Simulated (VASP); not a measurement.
# GaSe (P6_3/mmc) in VASP: notebook

Aim: see how the results for GaSe move with the level of theory and the settings. Levels: PBE+D3(BJ), PBEsol. Tasks: relaxation of cell and atoms.

Everything below comes from runs of VASP 6.6.1. Logs are shortened: lines on timing, memory, paths and dates and some standing lists are left out, and cuts for length are marked.

## Step 1: Starting point

Symmetry: P6_3/mmc, No. 194, hexagonal system. The conventional cell has a = 3.742 Å, b = 3.742 Å, c = 15.919 Å, α = 90.00°, β = 90.00°, γ = 120.00°. Ga (site symmetry 3m) has 1 Ga at 2.32 Å and 3 Se at 2.48 Å as nearest neighbours. Se (site symmetry 3m) has 3 Ga at 2.48 Å as nearest neighbours.

## Step 2: Relaxation of cell and atoms, PBE+D3(BJ)

The input, INCAR:

```
SYSTEM = GaSe
ALGO     = Normal         ! electronic algorithm
EDIFF    = 1E-6           ! SCF threshold, eV
EDIFFG   = -0.01          ! ionic threshold
ENCUT    = 600            ! plane-wave cutoff, eV
GGA      = PE             ! functional
IBRION   = 2              ! ionic algorithm
ISIF     = 3              ! what is computed and relaxed
ISMEAR   = 0              ! smearing method
IVDW     = 12             ! dispersion correction
KPAR     = 4            
LASPH    = .TRUE.         ! aspherical terms in the spheres
LCHARG   = .FALSE.        ! write CHGCAR
LREAL    = .FALSE.        ! projectors in reciprocal space
LWAVE    = .FALSE.        ! write WAVECAR
NELM     = 80             ! most SCF steps
NSW      = 90             ! ionic steps
PREC     = Accurate       ! precision mode
SIGMA    = 0.03           ! smearing width, eV
```

The input, KPOINTS:

```
k-points
0
G
  12 12 2
  0 0 0
```

The input, POSCAR:

```
GaSe
1.0
    3.7420000000      0.0000000000      0.0000000000
   -1.8710000000      3.2406670610      0.0000000000
    0.0000000000      0.0000000000     15.9190000000
Ga Se
4 4
Direct
    0.3333333333      0.6666666667      0.1770000000
    0.6666666667      0.3333333333      0.6770000000
    0.3333333333      0.6666666667      0.3230000000
    0.6666666667      0.3333333333      0.8230000000
    0.3333333333      0.6666666667      0.6000000000
    0.6666666667      0.3333333333      0.1000000000
    0.3333333333      0.6666666667      0.9000000000
    0.6666666667      0.3333333333      0.4000000000
```

Potentials or basis: VASP PAW PBE potentials, release 64 (Ga_d, Se).

Started as:

```sh
$ cat potpaw_PBE.64/Ga_d/POTCAR potpaw_PBE.64/Se/POTCAR > POTCAR
$ mpirun -np 4 vasp_std > vasp.out
```

OUTCAR:

```text
SYSTEM = GaSe
   EDIFF = 1E-6
   EDIFFG = -0.01
   ENCUT = 600
   GGA = PE
   IBRION = 2
   ISIF = 3
   ISMEAR = 0
   IVDW = 12
   LASPH = .TRUE.
   LREAL = .FALSE.
   NELM = 80
   NSW = 90
   PREC = Accurate
 IVDW          = 12

 ion  position               nearest neighbor table
   1  0.333  0.667  0.177-   3 2.32   6 2.48   6 2.48   6 2.48
   2  0.667  0.333  0.677-   4 2.32   5 2.48   5 2.48   5 2.48
   3  0.333  0.667  0.323-   1 2.32   8 2.48   8 2.48   8 2.48
   4  0.667  0.333  0.823-   2 2.32   7 2.48   7 2.48   7 2.48
   5  0.333  0.667  0.600-   2 2.48   2 2.48   2 2.48
   6  0.667  0.333  0.100-   1 2.48   1 2.48   1 2.48
   7  0.333  0.667  0.900-   4 2.48   4 2.48   4 2.48
   8  0.667  0.333  0.400-   3 2.48   3 2.48   3 2.48

  LATTYP: Found a hexagonal cell.
 ALAT       =     3.7420000000
 C/A-ratio  =     4.2541421700

  Lattice vectors:

 A1 = (   3.7420000000,   0.0000000000,   0.0000000000)
 A2 = (  -1.8710000000,   3.2406670610,   0.0000000000)
 A3 = (   0.0000000000,   0.0000000000,  15.9190000000)

Analysis of symmetry for initial positions (statically):
=====================================================================
 Subroutine PRICEL returns:
 Original cell was already a primitive cell.

 Routine SETGRP: Setting up the symmetry group for a
 hexagonal supercell.

 Subroutine GETGRP returns: Found 24 space group operations
 (whereof 12 operations were pure point group operations)
 out of a pool of 24 trial point group operations.

The static configuration has the point symmetry D_3d.
 The point group associated with its full space group is D_6h.

Analysis of symmetry for dynamics (positions and initial velocities):
=====================================================================
 Subroutine PRICEL returns:
 Original cell was already a primitive cell.

 Routine SETGRP: Setting up the symmetry group for a
 hexagonal supercell.

 Subroutine GETGRP returns: Found 24 space group operations
 (whereof 12 operations were pure point group operations)
 out of a pool of 24 trial point group operations.

The dynamic configuration has the point symmetry D_3d.
 The point group associated with its full space group is D_6h.

 Subroutine INISYM returns: Found 24 space group operations
 (whereof 12 operations are pure point group operations),
 and found     1 'primitive' translations

----------------------------------------------------------------------------------------

                                     Primitive cell

  volume of cell :     193.0430

  direct lattice vectors                    reciprocal lattice vectors
     3.742000000  0.000000000  0.000000000     0.267236772  0.154289222  0.000000000
    -1.871000000  3.240667061  0.000000000     0.000000000  0.308578444  0.000000000
[... 100 lines left out ...]
   NSW    =     90    number of steps for IOM
   IBRION =      2    ionic relax: 0-MD 1-quasi-New 2-CG
   NFREE  =      1    steps in history (QN), initial steepest desc. (CG)
   ISIF   =      3    stress and relaxation
   ISYM   =      2    0-nonsym 1-usesym 2-fastsym
   POTIM  = 0.5000    time-step for ionic-motion
   TEBEG  =    0.0;   TEEND  =   0.0 temperature during run
   PSTRESS=    0.0 pullay stress
   NELECT =      76.0000    total number of electrons
   NUPDOWN=      -1.0000    fix difference up-down
   EMIN   =  10.00;   EMAX   =-10.00  energy-range for DOS
   EFERMI =   0.00;   METHOD = LEGACY
   ISMEAR =     0;   SIGMA  =   0.03  broadening in eV -4-tet -1-fermi 0-gaus
   EFERMI_NEDOS =   21; number of points for ismear=-14 and -15
   IALGO  =     38    algorithm
   IMIX   =      4    mixing-type and parameters
     AMIX     =   0.40;   BMIX     =  1.00
     AMIX_MAG =   1.60;   BMIX_MAG =  1.00
  volume/ion in A,a.u.               =      24.13       162.84
  Fermi-wavevector in a.u.,A,eV,Ry     =   1.199853  2.267393 19.587589  1.439647
  Thomas-Fermi vector in A             =   2.335705
   LORBIT       =      0    0 simple, 1 ext, 2 COOP (PROOUT), +10 PAW based schemes
   GGA     = PE    functional components
   LHFCALC =     F    Hartree Fock is set to
   AEXX    =    0.0000 exact exchange contribution
   IVDW    =    12    specifies the selected vdW correction
   LEPSILON=     F    determine dielectric tensor
   LRPA    =     F    only Hartree local field effects (RPA)
 conjugate gradient relaxation of ions
 non-spin polarized calculation
 Gauss-broadening in eV      SIGMA  =   0.03
  energy-cutoff  :      600.00
  volume of cell :      193.04
 maximum number of plane-waves:      6492
 NGX is ok and might be reduce to    30
   NGX = 15   NGY = 15   NGZ = 63

--------------------------------------- Ionic step        1  -------------------------------------------

 number of electron      76.0000020 magnetization

 Free energy of the ion-electron system (eV)
  ---------------------------------------------------
  ext. energy  EPLUGINS =         0.00000000
  ---------------------------------------------------
  free energy    TOTEN  =       -30.05497852 eV

  energy without entropy =      -30.05497852  energy(sigma->0) =      -30.05497852

------------------------ aborting loop because EDIFF is reached ----------------------------------------

 Edisp (eV)   -2.36874

 E8    (eV) :    -1.0412
[... 123 lines left out ...]
  FREE ENERGIE OF THE ION-ELECTRON SYSTEM (eV)
  ---------------------------------------------------
  free  energy   TOTEN  =       -32.5468738359 eV

  energy  without entropy=      -32.5468738359  energy(sigma->0) =      -32.54687384

[... ionic steps 4 to 14 ...]

--------------------------------------- Ionic step       15  -------------------------------------------

 number of electron      75.9999992 magnetization

------------------------ aborting loop because EDIFF is reached ----------------------------------------
[... 87 lines left out ...]
--------------------------------------- Ionic step       17  -------------------------------------------

 number of electron      75.9999991 magnetization

 Free energy of the ion-electron system (eV)
  ---------------------------------------------------
  ext. energy  EPLUGINS =         0.00000000
  ---------------------------------------------------
  free energy    TOTEN  =       -30.23509350 eV

  energy without entropy =      -30.23509350  energy(sigma->0) =      -30.23509350

 E-fermi :   3.5397     XC(G=0):  -9.2428

 val. band max:        3.4112154838   @ k =   0.0000   0.0000   0.0000
 cond. band min:       4.2581983175   @ k =   0.0000   0.0000   0.0000
 fundamental gap:      0.8469828337
 Fermi energy:         3.5396576142

 k-point     1 :       0.0000    0.0000    0.0000
  band No.  band energies     occupation
      1     -11.7803      2.00000
      2     -11.7800      2.00000
      3     -11.6598      2.00000
      4     -11.6598      2.00000
      5     -11.6597      2.00000
      6     -11.6597      2.00000
[... 1141 lines left out ...]
     44       7.4615      0.00000
     45       7.6744      0.00000

 [... further k-points ...]

------------------------ aborting loop because EDIFF is reached ----------------------------------------

 Edisp (eV)   -2.32024

 E8    (eV) :    -1.0194
[... 31 lines left out ...]
  FREE ENERGIE OF THE ION-ELECTRON SYSTEM (eV)
  ---------------------------------------------------
  free  energy   TOTEN  =       -32.5553364523 eV

  energy  without entropy=      -32.5553364523  energy(sigma->0) =      -32.55533645

 reached required accuracy - stopping structural energy minimisation
```

OSZICAR:

```text
N       E                     dE             d eps       ncg     rms          rms(c)
DAV:   1     0.777846684272E+03    0.77785E+03   -0.37787E+04  3596   0.261E+03
DAV:   2     0.108243962634E+03   -0.66960E+03   -0.65275E+03  3604   0.674E+02
DAV:   3    -0.209851567674E+02   -0.12923E+03   -0.12348E+03  4147   0.196E+02
DAV:   4    -0.301669894307E+02   -0.91818E+01   -0.90942E+01  3994   0.525E+01
[... 137 lines left out ...]
DAV:   2    -0.302353677154E+02    0.38105E-03   -0.58277E-03  4078   0.743E-01    0.981E-02
DAV:   3    -0.302351220914E+02    0.24562E-03   -0.70239E-04  4665   0.174E-01    0.409E-02
DAV:   4    -0.302350929128E+02    0.29179E-04   -0.15547E-04  4506   0.681E-02    0.942E-03
DAV:   5    -0.302350934441E+02   -0.53129E-06   -0.17186E-05  3821   0.279E-02    0.415E-03
DAV:   6    -0.302350935041E+02   -0.59974E-07   -0.12738E-06  2367   0.986E-03
  17 F= -.32555336E+02 E0= -.32555336E+02  d E =-.886358E-04
```

CONTCAR:

```text
GaSe
   1.00000000000000
     3.7709758336501875    0.0000000000000000   -0.0000000000000000
    -1.8854879168250938    3.2657608690377917   -0.0000000000000000
     0.0000000000000000    0.0000000000000000   15.9712918296607960
  Ga              Se
     4     4
Direct
     0.3333333332999970    0.6666666667000030    0.1734410702058591
     0.6666666667000030    0.3333333332999970    0.6734410702058590
     0.3333333332999970    0.6666666667000030    0.3265589297941410
     0.6666666667000030    0.3333333332999970    0.8265589297941410
     0.3333333332999970    0.6666666667000030    0.5995059460791368
     0.6666666667000030    0.3333333332999970    0.0995059460791369
     0.3333333332999970    0.6666666667000030    0.9004940539208632
     0.6666666667000030    0.3333333332999970    0.4004940539208631

  0.00000000E+00  0.00000000E+00  0.00000000E+00
  0.00000000E+00  0.00000000E+00  0.00000000E+00
  0.00000000E+00  0.00000000E+00  0.00000000E+00
  0.00000000E+00  0.00000000E+00  0.00000000E+00
  0.00000000E+00  0.00000000E+00  0.00000000E+00
  0.00000000E+00  0.00000000E+00  0.00000000E+00
  0.00000000E+00  0.00000000E+00  0.00000000E+00
  0.00000000E+00  0.00000000E+00  0.00000000E+00
```

Wall time 18 min (4 MPI ranks of Intel Xeon Platinum 8488C (Sapphire Rapids), shared host); peak memory 0.59 GiB.

Results:

| Quantity | Value |
| --- | --- |
| Free energy | -32.5553 eV |
| Relaxed volume | 24.59 Å³/atom |
| Relaxed cell | a = 3.771 Å, b = 3.771 Å, c = 15.971 Å, α = 90.00°, β = 90.00°, γ = 120.00° |
| Space group after relaxing (to 0.05 Å) | P6_3/mmc (No. 194) |
| Energy gained by relaxing | 16.5 meV/atom |
| Ionic steps | 17 |
| Pressure after relaxing | 0.0 GPa |
| Largest force after relaxing | 0.007 eV/Å |
| Band gap on the k mesh | 0.85 eV, direct |
| Dispersion energy per atom | -0.290 eV |

Forces on the atoms (eV/Å):
```
Ga   0.000  0.000  0.007
Ga   0.000  0.000  0.007
Ga   0.000  0.000 -0.007
Ga   0.000  0.000 -0.007
Se   0.000  0.000  0.001
Se   0.000  0.000  0.001
Se   0.000  0.000 -0.001
Se   0.000  0.000 -0.001
```

The path:
| step | energy change (eV) | largest force (eV/Å) | pressure (GPa) | volume (Å³) |
| --- | --- | --- | --- | --- |
| 1 | 0.0000 | 1.2153 | 1.03 | 193.04 |
| 2 | -0.1051 | 0.3865 | 0.37 | 197.38 |
| 3 | -0.1232 | 0.0169 | 0.45 | 196.11 |
| 4 | -0.1231 | 0.0246 | 0.51 | 196.05 |
| 5 | -0.1284 | 0.0639 | -0.18 | 198.18 |
| 6 | -0.1284 | 0.0648 | -0.15 | 198.15 |
| 7 | -0.1302 | 0.0166 | -0.05 | 198.01 |
| 8 | -0.1304 | 0.0296 | -0.02 | 197.94 |
| 9 | -0.1305 | 0.0251 | 0.00 | 197.84 |
| 10 | -0.1307 | 0.0337 | -0.01 | 197.68 |
| 11 | -0.1308 | 0.0293 | -0.02 | 197.62 |
| 12 | -0.1311 | 0.0158 | 0.00 | 197.43 |
| 13 | -0.1315 | 0.0123 | 0.01 | 197.05 |
| 14 | -0.1315 | 0.0202 | -0.02 | 196.93 |
| 15 | -0.1315 | 0.0368 | 0.01 | 196.69 |
| 16 | -0.1315 | 0.0242 | -0.01 | 196.87 |
| 17 | -0.1316 | 0.0073 | -0.01 | 196.69 |

Final structure:
```
CELL_PARAMETERS angstrom
3.77098 0.00000 0.00000
-1.88549 3.26576 0.00000
0.00000 0.00000 15.97129
ATOMIC_POSITIONS crystal
Ga 0.33333 0.66667 0.17344
Ga 0.66667 0.33333 0.67344
Ga 0.33333 0.66667 0.32656
Ga 0.66667 0.33333 0.82656
Se 0.33333 0.66667 0.59951
Se 0.66667 0.33333 0.09951
Se 0.33333 0.66667 0.90049
Se 0.66667 0.33333 0.40049
```

A k mesh can miss the band edges. Zero-point motion and thermal expansion aren't in these numbers.

## Step 3: Relaxation of cell and atoms, PBE+D3(BJ)

This run uses another cell than the first one, of 24.59 Å³/atom, 1.019 times its volume.

Changes to INCAR since step 2:

```diff
@@ -2,4 +2,4 @@
 ALGO     = Normal         ! electronic algorithm
-EDIFF    = 1E-6           ! SCF threshold, eV
-EDIFFG   = -0.01          ! ionic threshold
+EDIFF    = 1E-7           ! SCF threshold, eV
+EDIFFG   = -0.005         ! ionic threshold
 ENCUT    = 600            ! plane-wave cutoff, eV
```

KPOINTS is that of step 2.

The input, POSCAR:

```
GaSe                                    
1.0
    3.7709758337      0.0000000000     -0.0000000000
   -1.8854879168      3.2657608690     -0.0000000000
    0.0000000000      0.0000000000     15.9712918297
  Ga              Se            
     4     4
Direct
     0.3333333332999970    0.6666666667000030    0.1734410702058591
     0.6666666667000030    0.3333333332999970    0.6734410702058590
     0.3333333332999970    0.6666666667000030    0.3265589297941410
     0.6666666667000030    0.3333333332999970    0.8265589297941410
     0.3333333332999970    0.6666666667000030    0.5995059460791368
     0.6666666667000030    0.3333333332999970    0.0995059460791369
     0.3333333332999970    0.6666666667000030    0.9004940539208632
     0.6666666667000030    0.3333333332999970    0.4004940539208631
```

Potentials or basis: VASP PAW PBE potentials, release 64 (Ga_d, Se).

Started as:

```sh
$ cat potpaw_PBE.64/Ga_d/POTCAR potpaw_PBE.64/Se/POTCAR > POTCAR
$ mpirun -np 4 vasp_std > vasp.out
```

Wall time 4.1 min (4 MPI ranks of Intel Xeon Platinum 8488C (Sapphire Rapids), shared host); peak memory 0.56 GiB.

It converged, with:

* Free energy: -32.5558 eV
* Relaxed volume: 24.58 Å³/atom
* Relaxed cell: a = 3.771 Å, b = 3.771 Å, c = 15.967 Å, α = 90.00°, β = 90.00°, γ = 120.00°
* Space group after relaxing (to 0.05 Å): P6_3/mmc (No. 194)
* Energy gained by relaxing: 0.0 meV/atom
* Ionic steps: 2
* Pressure after relaxing: 0.0 GPa
* Band gap on the k mesh: 0.85 eV, direct
* Dispersion energy per atom: -0.290 eV

Final structure:
```
CELL_PARAMETERS angstrom
3.77097 0.00000 0.00000
-1.88549 3.26576 0.00000
0.00000 0.00000 15.96669
ATOMIC_POSITIONS crystal
Ga 0.33333 0.66667 0.17346
Ga 0.66667 0.33333 0.67346
Ga 0.33333 0.66667 0.32654
Ga 0.66667 0.33333 0.82654
Se 0.33333 0.66667 0.59951
Se 0.66667 0.33333 0.09951
Se 0.33333 0.66667 0.90049
Se 0.66667 0.33333 0.40049
```

Levels at points of the mesh, in eV from the valence-band top:
| k point | band 36 | band 37 | band 38 | band 39 | band 40 | band 41 |
| --- | --- | --- | --- | --- | --- | --- |
| (0.00, 0.00, 0.00) | -1.20 | -1.20 | 0.00 | 0.85 | 1.86 | 2.12 |
| (0.50, 0.00, 0.00) | -2.36 | -2.28 | -1.85 | 1.01 | 1.25 | 1.79 |
| (0.00, 0.00, 0.50) | -1.24 | -0.90 | -0.90 | 1.51 | 1.51 | 2.17 |
| (0.50, 0.00, 0.50) | -2.43 | -2.16 | -2.16 | 1.35 | 1.35 | 1.57 |

## Step 4: Relaxation of cell and atoms, PBEsol

The input, INCAR:

```
SYSTEM = GaSe
PREC = Accurate
ENCUT = 600
EDIFF = 1E-6
ISMEAR = 0
SIGMA = 0.03
LREAL = .FALSE.
LASPH = .TRUE.
NELM = 80
ALGO = Normal
ISIF = 3
LWAVE = .FALSE.
LCHARG = .FALSE.
GGA = PS
IBRION = 2
NSW = 90
EDIFFG = -0.01
KPAR = 2
```

The input, KPOINTS:

```
Automatic mesh
0
G
  12 12 2
  0 0 0
```

The input, POSCAR:

```
GaSe
1.0
    3.7420000000      0.0000000000      0.0000000000
   -1.8710000000      3.2406670610      0.0000000000
    0.0000000000      0.0000000000     15.9190000000
Ga Se
4 4
Direct
    0.3333333333      0.6666666667      0.1770000000
    0.6666666667      0.3333333333      0.6770000000
    0.3333333333      0.6666666667      0.3230000000
    0.6666666667      0.3333333333      0.8230000000
    0.3333333333      0.6666666667      0.6000000000
    0.6666666667      0.3333333333      0.1000000000
    0.3333333333      0.6666666667      0.9000000000
    0.6666666667      0.3333333333      0.4000000000
```

Started as:

```sh
$ cat potpaw_PBE.64/Ga_d/POTCAR potpaw_PBE.64/Se/POTCAR > POTCAR
$ mpirun -np 2 vasp_std > vasp.out
```

It took 26 min on 2 MPI ranks of Intel Xeon 6975P-C (Granite Rapids), shared host; peak memory 0.55 GiB.

It converged, with:

| Item | Value |
| --- | --- |
| Free energy | -33.2521 eV |
| Relaxed volume | 24.92 Å³/atom |
| Relaxed cell | a = 3.746 Å, b = 3.746 Å, c = 16.401 Å, α = 90.00°, β = 90.00°, γ = 120.00° |
| Space group after relaxing (to 0.05 Å) | P6_3/mmc (No. 194) |
| Energy gained by relaxing | 16.3 meV/atom |
| Ionic steps | 26 |
| Pressure after relaxing | 0.0 GPa |
| Largest force after relaxing | 0.007 eV/Å |
| Band gap on the k mesh | 1.05 eV, direct |

Forces in eV/Å, atoms in the order of the input:
```
Ga   0.000  0.000  0.000
Ga   0.000  0.000  0.000
Ga   0.000  0.000  0.000
Ga   0.000  0.000  0.000
Se   0.000  0.000  0.007
Se   0.000  0.000  0.007
Se   0.000  0.000 -0.007
Se   0.000  0.000 -0.007
```

The path:
```csv
step,energy change (eV),largest force (eV/Å),pressure (GPa),volume (Å³)
1,0.0000,1.2142,0.16,193.04
2,-0.0961,0.4665,0.80,193.69
3,-0.1204,0.0316,0.57,193.49
4,-0.1246,0.0839,-0.14,195.77
5,-0.1246,0.0792,0.08,195.58
6,-0.1246,0.0832,-0.19,195.72
7,-0.1246,0.0809,-0.04,195.65
8,-0.1259,0.0469,0.02,195.75
9,-0.1261,0.0434,0.07,195.90
10,-0.1262,0.0316,0.03,195.84
11,-0.1266,0.0177,0.05,195.99
12,-0.1272,0.0345,-0.02,196.43
13,-0.1273,0.0538,-0.02,196.61
14,-0.1275,0.0520,-0.01,196.65
15,-0.1279,0.0459,-0.01,196.77
16,-0.1285,0.0337,0.00,197.02
17,-0.1294,0.0092,0.09,197.52
18,-0.1296,0.0389,0.22,198.51
19,-0.1297,0.0229,0.19,198.19
20,-0.1300,0.0145,0.06,198.85
21,-0.1300,0.0123,0.04,199.05
22,-0.1300,0.0086,0.00,199.43
23,-0.1300,0.0105,0.04,199.28
24,-0.1300,0.0084,-0.06,199.39
25,-0.1300,0.0099,0.01,199.31
26,-0.1301,0.0067,-0.02,199.33
```

Final structure:
```
Ga Se
1.0
     3.74619    0.00000    0.00000
    -1.87310    3.24430    0.00000
     0.00000    0.00000   16.40089
Ga Se
4 4
Direct
  0.33333 0.66667 0.17584
  0.66667 0.33333 0.67584
  0.33333 0.66667 0.32416
  0.66667 0.33333 0.82416
  0.33333 0.66667 0.60414
  0.66667 0.33333 0.10414
  0.33333 0.66667 0.89586
  0.66667 0.33333 0.39586
```

Levels at points of the mesh, in eV from the valence-band top:
| k point | band 34 | band 35 | band 36 | band 37 | band 38 | band 39 | band 40 | band 41 | band 42 | band 43 |
| --- | --- | --- | --- | --- | --- | --- | --- | --- | --- | --- |
| (0.00, 0.00, 0.00) | -1.12 | -1.12 | -1.04 | -1.04 | 0.00 | 1.05 | 1.93 | 2.28 | 2.36 | 4.10 |
| (0.50, 0.00, 0.00) | -2.40 | -2.26 | -2.26 | -2.20 | -1.81 | 1.24 | 1.38 | 1.83 | 1.91 | 3.62 |
| (0.00, 0.00, 0.50) | -1.07 | -1.07 | -1.07 | -0.79 | -0.79 | 1.61 | 1.61 | 2.32 | 2.32 | 4.13 |
| (0.50, 0.00, 0.50) | -2.41 | -2.31 | -2.31 | -2.04 | -2.04 | 1.50 | 1.50 | 1.67 | 1.67 | 3.57 |

Caveat: the PAW data sets were made with another functional, which shifts forces and pressure a little; this functional lacks dispersion, which binds the layers, so the pressure and a relaxed spacing across them are unreliable. A k mesh can miss the band edges.
